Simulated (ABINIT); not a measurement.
# A GW chain in ABINIT: LiF (Griceite), part 2 of 3

Wanted: ground state, empty states, screening and self-energy for LiF (Griceite).

ABINIT 10.8.3; LDA and many-body steps on it, plane waves. Known limits of the many-body steps: not at the basis limit.

So far. Step 2 (Ground state): The gap is direct, at Γ.

## (3) Bands along the symmetry lines

Level of this step: DFT, LDA, plane waves, norm-conserving pseudopotentials (ABINIT).

The cheap functional maps the bands first; the places of the edges decide which points the dearer methods must see.

File run.abi:

```
acell 3*1.0 Angstrom
rprim 
  0.000000000000 2.014000000000 2.014000000000
  2.014000000000 0.000000000000 2.014000000000
  2.014000000000 2.014000000000 -0.000000000000
ntypat 2
znucl 3 9
natom 2
typat 1 2
xred 
  0.000000000000 0.000000000000 0.000000000000
  0.500000000000 0.500000000000 0.500000000000
pp_dirpath "pseudos"
pseudos "Li.upf, F.upf"
ecut 36
iscf -2
irdden 1
kptopt 0
nkpt 50
kpt 
  0.00000000 0.00000000 0.00000000
  0.06250000 0.00000000 0.06250000
  0.12500000 0.00000000 0.12500000
  0.18750000 0.00000000 0.18750000
  0.25000000 0.00000000 0.25000000
  0.31250000 0.00000000 0.31250000
  0.37500000 0.00000000 0.37500000
  0.43750000 0.00000000 0.43750000
  0.50000000 0.00000000 0.50000000
  0.51562500 0.03125000 0.51562500
  0.53125000 0.06250000 0.53125000
  0.54687500 0.09375000 0.54687500
  0.56250000 0.12500000 0.56250000
  0.57812500 0.15625000 0.57812500
  0.59375000 0.18750000 0.59375000
  0.60937500 0.21875000 0.60937500
  0.62500000 0.25000000 0.62500000
  0.37500000 0.37500000 0.75000000
  0.32812500 0.32812500 0.65625000
  0.28125000 0.28125000 0.56250000
  0.23437500 0.23437500 0.46875000
  0.18750000 0.18750000 0.37500000
  0.14062500 0.14062500 0.28125000
  0.09375000 0.09375000 0.18750000
  0.04687500 0.04687500 0.09375000
  0.00000000 0.00000000 0.00000000
  0.06250000 0.06250000 0.06250000
  0.12500000 0.12500000 0.12500000
  0.18750000 0.18750000 0.18750000
  0.25000000 0.25000000 0.25000000
  0.31250000 0.31250000 0.31250000
  0.37500000 0.37500000 0.37500000
  0.43750000 0.43750000 0.43750000
  0.50000000 0.50000000 0.50000000
  0.50000000 0.46875000 0.53125000
  0.50000000 0.43750000 0.56250000
  0.50000000 0.40625000 0.59375000
  0.50000000 0.37500000 0.62500000
  0.50000000 0.34375000 0.65625000
  0.50000000 0.31250000 0.68750000
  0.50000000 0.28125000 0.71875000
  0.50000000 0.25000000 0.75000000
  0.50000000 0.21875000 0.71875000
  0.50000000 0.18750000 0.68750000
  0.50000000 0.15625000 0.65625000
  0.50000000 0.12500000 0.62500000
  0.50000000 0.09375000 0.59375000
  0.50000000 0.06250000 0.56250000
  0.50000000 0.03125000 0.53125000
  0.50000000 0.00000000 0.50000000
istwfk *1
nband 12
nbdbuf 2
tolwfr 1e-08
nstep 40
prtwf 0
prtvol 0
indata_prefix "in"
outdata_prefix "out"
tmpdata_prefix "tmp"
```

Run with:

```sh
$ OMP_NUM_THREADS=1 mpirun -n 4 abinit run.abi > log
```

Numbers of over 12 decimals in the logs are rounded to 6 here.

Log:

```text
.Version 10.8.3 of ABINIT. v10.8.2 released Aug 2026.

 Symmetries : space group Fm -3 m (#225); Bravais cF (face-center cubic)
[... echo of the input left out ...]
== DATASET  1 ==================================================================
-   mpi_nproc: 4, omp_nthreads: 1 (-1 if OMP is not activated)

--- !DatasetInfo
iteration_state: {dtset: 1, }
dimensions: {natom: 2, nkpt: 50, mband: 12, nsppol: 1, nspinor: 1, nspden: 1, mpw: 1159, }
cutoff_energies: {ecut:  36.0, pawecutdg:  -1.0, }
electrons: {nelect:   1.00000000E+01, charge:   0.00000000E+00, occopt:   1.00000000E+00, tsmear:   1.00000000E-02, }

 Real(R)+Recip(G) space primitive vectors, cartesian coordinates (Bohr,Bohr^-1):
 R(1)=  0.0000000  3.8059084  3.8059084  G(1)= -0.1313747  0.1313747  0.1313747
 R(2)=  3.8059084  0.0000000  3.8059084  G(2)=  0.1313747 -0.1313747  0.1313747
 R(3)=  3.8059084  3.8059084  0.0000000  G(3)=  0.1313747  0.1313747 -0.1313747
 Unit cell volume ucvol=  1.1025670E+02 bohr^3
 Angles (23,13,12)=  6.00000000E+01  6.00000000E+01  6.00000000E+01 degrees

 getcut: wavevector=  0.0000  0.0000  0.0000  ngfft=  30  30  30
         ecut(hartree)=     36.000   => boxcut(ratio)=   2.06592

--- Pseudopotential description ------------------------------------------------
- Li Generated using ONCVPSP code by D. R. Hamann
-  3.00000   3.00000  180309                  znucl, zion, pspdat
12 -1012 1 -1 1944                            pspcod,pspxc,lmax,lloc,mmax
     nproj     2     2     0
  pspatm : epsatm=    2.61415252
         --- l  ekb(1:nproj) -->
             0   -4.854561   -1.448487
             1   -2.179236   -0.444438
 pspatm: atomic psp has been read  and splines computed

- F Generated using ONCVPSP code by D. R. Hamann
-  9.00000   7.00000  201202                  znucl, zion, pspdat
12 -1012 2 -1 824                             pspcod,pspxc,lmax,lloc,mmax
     nproj     2     2     1
  pspatm : epsatm=    4.94580260
         --- l  ekb(1:nproj) -->
             0    6.487052    1.061847
[...]
2   -2.364936
 pspatm: atomic psp has been read  and splines computed

--------------------------------------------------------------------------------

================================================================================
 prteigrs : about to open file out_EIG
 Non-SCF case, kpt    1 (  0.00000  0.00000  0.00000), residuals and eigenvalues=
  9.19E-10  4.06E-09  8.18E-10  2.14E-09  8.37E-09  1.23E-09  3.78E-09  7.37E-09
  1.37E-09  1.82E-09  2.11E-09  6.97E-09
 -1.5084E+00 -7.6724E-01 -5.0181E-02 -5.0181E-02 -5.0181E-02  2.7557E-01
  8.1338E-01  8.1338E-01  8.1338E-01  8.3141E-01  8.3141E-01  8.3141E-01
 Non-SCF case, kpt    2 (  0.06250  0.00000  0.06250), residuals and eigenvalues=
  6.26E-10  2.96E-09  2.00E-09  6.97E-10  3.29E-09  4.38E-09  2.54E-09  5.48E-09
  1.44E-09  9.67E-09  9.41E-09  5.08E-09
 -1.5083E+00 -7.6647E-01 -5.4037E-02 -5.1673E-02 -5.1673E-02  2.8142E-01
[...]
Non-SCF case, kpt    3 (  0.12500  0.00000  0.12500), residuals and eigenvalues=
  9.39E-10  1.37E-09  4.32E-09  2.15E-09  7.94E-09  5.97E-09  2.21E-09  4.14E-09
  8.64E-10  4.61E-09  2.92E-08  1.09E-07
[...]
Non-SCF case, kpt   49 (  0.50000  0.03125  0.53125), residuals and eigenvalues=
[...]
Non-SCF case, kpt   50 (  0.50000  0.00000  0.50000), residuals and eigenvalues=
[...]
-1.5052E+00 -7.4041E-01 -1.6380E-01 -8.7778E-02 -8.7778E-02  4.8021E-01
  5.4165E-01  5.8147E-01  6.7718E-01  6.7718E-01  1.1689E+00  1.3475E+00

--- !ResultsGS
iteration_state: {dtset: 1, }
comment   : Summary of ground state results
lattice_vectors:
- [  0.0000000,   3.8059084,   3.8059084, ]
- [  3.8059084,   0.0000000,   3.8059084, ]
- [  3.8059084,   3.8059084,  -0.0000000, ]
lattice_lengths: [   5.38237,    5.38237,    5.38237, ]
lattice_angles: [ 60.000,  60.000,  60.000, ] # degrees, (23, 13, 12)
lattice_volume:   1.1025670E+02
convergence: {deltae:  0.000E+00, res2:  0.000E+00, residm:  9.984E-09, diffor:  0.000E+00, }
etotal    :  -3.18299821E+01
entropy   :   0.00000000E+00
fermie    :  -5.01817454E-02
cartesian_stress_tensor: null
pressure_GPa: null
xred      :
- [  0.0000E+00,   0.0000E+00,   0.0000E+00, Li]
- [  5.0000E-01,   5.0000E-01,   5.0000E-01,  F]
cartesian_forces: null
force_length_stats: {min: null, max: null, mean: null, }

 Integrated electronic density in atomic spheres:
 ------------------------------------------------
 Atom  Sphere_radius  Integrated_density
[...]
================================================================================

 ----iterations are completed or convergence reached----

 Mean square residual over all n,k,spin=   33.976E-10; max=  99.842E-10
 reduced coordinates (array xred) for    2 atoms
       0.000000000000      0.000000000000      0.000000000000
       0.500000000000      0.500000000000      0.500000000000

 cartesian coordinates (angstrom) at end:
[...]
length scales=  1.889726125908  1.889726125908  1.889726125908 bohr
              =  1.000000000000  1.000000000000  1.000000000000 angstroms
 prteigrs : about to open file out_EIG
 Eigenvalues (hartree) for nkpt=  50  k points:
 kpt#   1, nband= 12, wtk=  1.00000, kpt=  0.0000  0.0000  0.0000 (reduced coord)
[...]
kpt#   2, nband= 12, wtk=  1.00000, kpt=  0.0625  0.0000  0.0625 (reduced coord)
[...]
kpt#   3, nband= 12, wtk=  1.00000, kpt=  0.1250  0.0000  0.1250 (reduced coord)
[...]
kpt#  49, nband= 12, wtk=  1.00000, kpt=  0.5000  0.0313  0.5313 (reduced coord)
  -1.50523   -0.74045   -0.16317   -0.08865   -0.08748    0.48025    0.53873    0.58135
   0.67587    0.68372    1.17027    1.35503
 kpt#  50, nband= 12, wtk=  1.00000, kpt=  0.5000  0.0000  0.5000 (reduced coord)
  -1.50523   -0.74041   -0.16380   -0.08778   -0.08778    0.48021    0.54165    0.58147
   0.67718    0.67718    1.16894    1.34752

== END DATASET(S) ==============================================================
================================================================================

 -outvars: echo values of variables after computation  --------
            nband          12
             nkpt          50
          spgroup         225
 [... the other variables as echoed above ...]

 Calculation completed.
```

Elapsed: 2.9 s, on 4 MPI ranks of Arm Neoverse V2, shared host; peak memory 0.07 GiB; 11 s of CPU time.

Numbers from this step:

```
gap                        : 8.863 eV
k of the valence top       : 0.0469, 0.0469, 0.0938
k of the conduction bottom : 0, 0, 0
least direct gap           : 8.864 eV
```

The gap is 8.863 eV, −0.001 eV from the run before at this level.

Electronic bands along the path, in eV, zero at the top of the highest filled band; v1 is the highest filled band, c1 the lowest empty one:

```
    point      v4     v3     v2     v1     c1     c2     c3     c4
        Γ  -19.51   0.00   0.00   0.00   8.86  23.50  23.50  23.50
  halfway  -19.20  -1.46  -0.52  -0.52  11.14  18.38  19.36  20.19
        X  -18.78  -3.09  -1.02  -1.02  14.43  16.10  17.19  19.79
  halfway  -18.79  -2.96  -1.21  -0.95  14.44  15.44  17.39  19.62
        U  -18.83  -2.57  -1.60  -0.75  14.11  14.52  18.12  19.23
jump to K  -18.83  -2.57  -1.60  -0.75  14.11  14.52  18.12  19.23
  halfway  -19.20  -1.53  -0.78  -0.09  10.80  16.57  19.55  19.74
        Γ  -19.51   0.00   0.00   0.00   8.86  23.50  23.50  23.50
  halfway  -19.30  -1.39  -0.12  -0.12  10.07  17.56  20.13  20.13
        L  -19.07  -2.56  -0.23  -0.23  10.43  16.39  18.47  18.47
  halfway  -18.94  -2.38  -1.26  -0.49  12.17  15.36  18.53  18.83
        W  -18.81  -2.14  -2.14  -0.81  14.67  14.67  17.05  18.95
  halfway  -18.80  -2.83  -1.37  -0.92  14.46  15.33  17.13  19.34
        X  -18.78  -3.09  -1.02  -1.02  14.43  16.10  17.19  19.79
```

The electronic bands as a text plot (rows in eV, shown from -8.0 to 14.9 only):

```
   14.4 |          +++++++++                            +++++++++
   13.4 |         +        +                            +
   12.5 |       ++          ++                        ++
   11.5 |     ++              ++                     +
   10.6 |    +                  +++          ++++++++
    9.6 |  ++                      ++    ++++
    8.7 |++                          ++++
    7.7 |
    6.8 |
    5.8 |
    4.9 |
    3.9 |
    3.0 |
    2.0 |
    1.0 |
    0.1 |*****              *************************
   -0.9 |  *****************  *******    ***        *************
   -1.8 |     ****       ********           ****       *******
   -2.8 |         *********                     ********   ******
   -3.7 |
   -4.7 |
   -5.6 |
   -6.6 |
   -7.5 |
         Γ           X  U|K            Γ         L        W     X
```

## (4) Empty states on the mesh, 6×6×6 mesh, 28 bands

The sums over transitions need many empty states on a uniform mesh; this step solves for them.

File run.abi:

```
acell 3*1.0 Angstrom
rprim 
  0.000000000000 2.014000000000 2.014000000000
  2.014000000000 0.000000000000 2.014000000000
  2.014000000000 2.014000000000 -0.000000000000
ntypat 2
znucl 3 9
natom 2
typat 1 2
xred 
  0.000000000000 0.000000000000 0.000000000000
  0.500000000000 0.500000000000 0.500000000000
pp_dirpath "pseudos"
pseudos "Li.upf, F.upf"
ecut 36
ngkpt 6 6 6
nshiftk 1
shiftk 0 0 0
kptopt 1
chksymbreak 0
iscf -2
irdden 1
istwfk *1
nband 28
nbdbuf 4
tolwfr 1e-09
nstep 60
prtvol 0
indata_prefix "in"
outdata_prefix "out"
tmpdata_prefix "tmp"
```

Log:

```text
.Version 10.8.3 of ABINIT. v10.8.2 released Aug 2026.

 Symmetries : space group Fm -3 m (#225); Bravais cF (face-center cubic)
[... echo of the input left out ...]
== DATASET  1 ==================================================================
-   mpi_nproc: 4, omp_nthreads: 1 (-1 if OMP is not activated)

--- !DatasetInfo
iteration_state: {dtset: 1, }
dimensions: {natom: 2, nkpt: 16, mband: 28, nsppol: 1, nspinor: 1, nspden: 1, mpw: 1158, }
cutoff_energies: {ecut:  36.0, pawecutdg:  -1.0, }
electrons: {nelect:   1.00000000E+01, charge:   0.00000000E+00, occopt:   1.00000000E+00, tsmear:   1.00000000E-02, }

 Real(R)+Recip(G) space primitive vectors, cartesian coordinates (Bohr,Bohr^-1):
 R(1)=  0.0000000  3.8059084  3.8059084  G(1)= -0.1313747  0.1313747  0.1313747
 R(2)=  3.8059084  0.0000000  3.8059084  G(2)=  0.1313747 -0.1313747  0.1313747
 R(3)=  3.8059084  3.8059084  0.0000000  G(3)=  0.1313747  0.1313747 -0.1313747
 Unit cell volume ucvol=  1.1025670E+02 bohr^3
 Angles (23,13,12)=  6.00000000E+01  6.00000000E+01  6.00000000E+01 degrees

 getcut: wavevector=  0.0000  0.0000  0.0000  ngfft=  30  30  30
         ecut(hartree)=     36.000   => boxcut(ratio)=   2.06592

--- Pseudopotential description ------------------------------------------------
- Li Generated using ONCVPSP code by D. R. Hamann
-  3.00000   3.00000  180309                  znucl, zion, pspdat
12 -1012 1 -1 1944                            pspcod,pspxc,lmax,lloc,mmax
     nproj     2     2     0
  pspatm : epsatm=    2.61415252
         --- l  ekb(1:nproj) -->
             0   -4.854561   -1.448487
             1   -2.179236   -0.444438
 pspatm: atomic psp has been read  and splines computed

- F Generated using ONCVPSP code by D. R. Hamann
-  9.00000   7.00000  201202                  znucl, zion, pspdat
12 -1012 2 -1 824                             pspcod,pspxc,lmax,lloc,mmax
     nproj     2     2     1
  pspatm : epsatm=    4.94580260
         --- l  ekb(1:nproj) -->
             0    6.487052    1.061847
[...]
2   -2.364936
 pspatm: atomic psp has been read  and splines computed

--------------------------------------------------------------------------------

================================================================================
 prteigrs : about to open file out_EIG
 Non-SCF case, kpt    1 (  0.00000  0.00000  0.00000), residuals and eigenvalues=
  7.75E-11  9.91E-10  1.14E-10  1.14E-10  2.00E-10  1.14E-10  8.12E-11  5.36E-10
  8.38E-10  8.38E-11  1.48E-10  2.31E-10  1.35E-10  9.52E-11  2.84E-10  1.11E-10
  3.92E-10  4.98E-10  2.60E-10  3.31E-10  4.10E-10  7.18E-10  5.30E-10  9.31E-10
  2.42E-09  4.59E-07  3.14E-07  4.69E-07
 -1.5084E+00 -7.6724E-01 -5.0181E-02 -5.0181E-02 -5.0181E-02  2.7557E-01
  8.1338E-01  8.1338E-01  8.1338E-01  8.3141E-01  8.3141E-01  8.3141E-01
  9.3882E-01  1.0968E+00  1.0968E+00  1.5889E+00  1.5889E+00  1.5889E+00
  1.7302E+00  2.3315E+00  2.3315E+00  2.3315E+00  2.4306E+00  2.4580E+00
  2.4580E+00  2.4898E+00  2.4898E+00  2.4898E+00
 prteigrs : prtvol=0 or 1, do not print more k-points.

--- !ResultsGS
iteration_state: {dtset: 1, }
comment   : Summary of ground state results
lattice_vectors:
- [  0.0000000,   3.8059084,   3.8059084, ]
- [  3.8059084,   0.0000000,   3.8059084, ]
- [  3.8059084,   3.8059084,  -0.0000000, ]
lattice_lengths: [   5.38237,    5.38237,    5.38237, ]
lattice_angles: [ 60.000,  60.000,  60.000, ] # degrees, (23, 13, 12)
lattice_volume:   1.1025670E+02
convergence: {deltae:  0.000E+00, res2:  0.000E+00, residm:  9.956E-10, diffor:  0.000E+00, }
etotal    :  -3.18299821E+01
entropy   :   0.00000000E+00
fermie    :  -5.01817454E-02
cartesian_stress_tensor: null
pressure_GPa: null
xred      :
- [  0.0000E+00,   0.0000E+00,   0.0000E+00, Li]
- [  5.0000E-01,   5.0000E-01,   5.0000E-01,  F]
cartesian_forces: null
force_length_stats: {min: null, max: null, mean: null, }

 Integrated electronic density in atomic spheres:
 ------------------------------------------------
 Atom  Sphere_radius  Integrated_density
[...]
================================================================================

 ----iterations are completed or convergence reached----

 Mean square residual over all n,k,spin=   30.368E-11; max=  99.563E-11
 reduced coordinates (array xred) for    2 atoms
       0.000000000000      0.000000000000      0.000000000000
       0.500000000000      0.500000000000      0.500000000000

 cartesian coordinates (angstrom) at end:
    1      0.000000     0.000000     0.000000
    2      2.014000     2.014000     2.014000
 length scales=  1.889726125908  1.889726125908  1.889726125908 bohr
              =  1.000000000000  1.000000000000  1.000000000000 angstroms
 prteigrs : about to open file out_EIG
 Eigenvalues (hartree) for nkpt=  16  k points:
 kpt#   1, nband= 28, wtk=  0.00463, kpt=  0.0000  0.0000  0.0000 (reduced coord)
  -1.50840   -0.76724   -0.05018   -0.05018   -0.05018    0.27557    0.81338    0.81338
   0.81338    0.83141    0.83141    0.83141    0.93882    1.09677    1.09677    1.58893
   1.58893    1.58893    1.73022    2.33150    2.33150    2.33150    2.43061    2.45802
   2.45802    2.48983    2.48983    2.48983
 prteigrs : prtvol=0 or 1, do not print more k-points.

== END DATASET(S) ==============================================================
================================================================================

 -outvars: echo values of variables after computation  --------
            nband          28
             nkpt          16
          spgroup         225
 [... the other variables as echoed above ...]

 Calculation completed.
```

Wall time 2.9 s (4 MPI ranks); peak memory 0.07 GiB; 11 s of CPU time.

Numbers from this step:

```
gap                                                           : 8.864 eV
k of the valence top                                          : 0, 0, 0
k of the conduction bottom                                    : 0, 0, 0
least direct gap                                              : 8.864 eV
k points computed                                             : 16
lowest point of the top converged band, above the valence top : 57.3349 eV
```

On this mesh the gap is 8.864 eV.

## (5) Screening, 6×6×6 mesh, 24 bands, screening to 130.6 eV

The RPA dielectric matrix is built and inverted for each q.

This step: RPA screening on LDA, plane waves, norm-conserving pseudopotentials.

run.abi: that of step 4 with these lines changed.

```diff
@@ -20,10 +20,11 @@
 chksymbreak 0
-iscf -2
-irdden 1
 istwfk *1
-nband 28
-nbdbuf 4
-tolwfr 1e-09
-nstep 60
-prtvol 0
+occopt 1
+irdwfk 1
+optdriver 3
+nband 24
+ecuteps 4.8
+inclvkb 2
+awtr 1
+symchi 1
 indata_prefix "in"
```

Log:

```text
.Version 10.8.3 of ABINIT. v10.8.2 released Aug 2026.

 Symmetries : space group Fm -3 m (#225); Bravais cF (face-center cubic)
[... echo of the input left out ...]
== DATASET  1 ==================================================================
-   mpi_nproc: 4, omp_nthreads: 1 (-1 if OMP is not activated)

--- !DatasetInfo
iteration_state: {dtset: 1, }
dimensions: {natom: 2, nkpt: 16, mband: 24, nsppol: 1, nspinor: 1, nspden: 1, mpw: 1158, }
cutoff_energies: {ecut:  36.0, pawecutdg:  -1.0, }
electrons: {nelect:   1.00000000E+01, charge:   0.00000000E+00, occopt:   1.00000000E+00, tsmear:   1.00000000E-02, }

 SCREENING: Calculation of the susceptibility and dielectric matrices

 Based on a program developped by R.W. Godby, V. Olevano, G. Onida, and L. Reining.
 Incorporated in ABINIT by V. Olevano, G.-M. Rignanese, and M. Torrent.
.Using double precision arithmetic ; gwpc =  8

[... cell and pseudopotentials left out ...]
--------------------------------------------------------------------------------

 ==== K-mesh for the wavefunctions ====
 Number of points in the irreducible wedge :    16
[... list of points left out ...]
 Together with 48 symmetry operations and time-reversal symmetry
 yields   216 points in the full Brillouin Zone.

 ==== Q-mesh for the screening function ====
 Number of points in the irreducible wedge :    16
[... list of points left out ...]
 Together with 48 symmetry operations and time-reversal symmetry
 yields   216 points in the full Brillouin Zone.

 setmesh: FFT mesh size selected  =    20x   20x   20
          total number of points  =         8000

 vcoul_init : cutoff-mode = AUXILIARY_FUNCTION
 q-points for optical limit:   1
     1)      0.000010    0.000020    0.000030

- screening: taking advantage of time-reversal symmetry
- Maximum band index for partially occupied states nbvw = 5
- Remaining bands to be divided among processors   nbcw = 19
- Number of bands treated by each node ~4

 Number of electrons calculated from density =   10.0000; Expected =   10.0000
 average of density, n =  0.090697
 r_s =    1.3807
 omega_plasma =   29.0505 [eV]

 calculating chi0 at frequencies [eV] :
  1    0.000000E+00    0.000000E+00
  2    0.000000E+00    2.905047E+01

--------------------------------------------------------------------------------
  q-point number  1        q = ( 0.000000, 0.000000, 0.000000) [r.l.u.]
--------------------------------------------------------------------------------
[... chi0 elements left out ...]
 For q-point:  0.000010 0.000020 0.000030
  dielectric constant =   2.0209
  dielectric constant without local fields =   2.1131

  Average fulfillment of the sum rule on Im[epsilon] for q-point    1 :     35.98  [%]
[... wings left out ...]
  q-point number  2        q = ( 0.166667, 0.000000, 0.000000) [r.l.u.]
--------------------------------------------------------------------------------
[... chi0 elements left out ...]
  Average fulfillment of the sum rule on Im[epsilon] for q-point    2 :     63.66  [%]

 [... 14 further q-points ...]
```

Elapsed: 3.7 s, on 4 MPI ranks; peak memory 0.36 GiB; 15 s of CPU time.

Numbers from this step:

```
ε∞ with local fields, on this mesh, along the program's q direction : 2.021
the same without local fields                                       : 2.113
plasma frequency                                                    : 29.05 eV
plane waves in the screening matrix                                 : 59
```

Local fields lower ε∞ by 4 %.

[end of part 2 of 3]

[Paths, hosts, dates, memory and timing lines, banners, echoed tables and standing remarks are left out of the program output.]

[Logs are printed without paths, hosts, clocks, repeated set-up lines and the standing remarks that a program may print on its own settings, such as how far it seeks lower states.]

[Runs of the session that timed out or met a known fault of the program may be left out.]

[Hosts, paths, dates, database ids (printed as entryN), source tags and the programs' standing remarks are cut or masked in the printed files.]

[G0W0 gaps are taken among the corrected bands and points alone; a level outside them can change the order at an edge.]

[Where Ansatz stands beside ABINIT at settings called matched, ABINIT's density can come from a denser mesh and the files from another edition; pairs whose starting gaps differed by over 0.03 eV were left out, so agreement reads better than it is.]
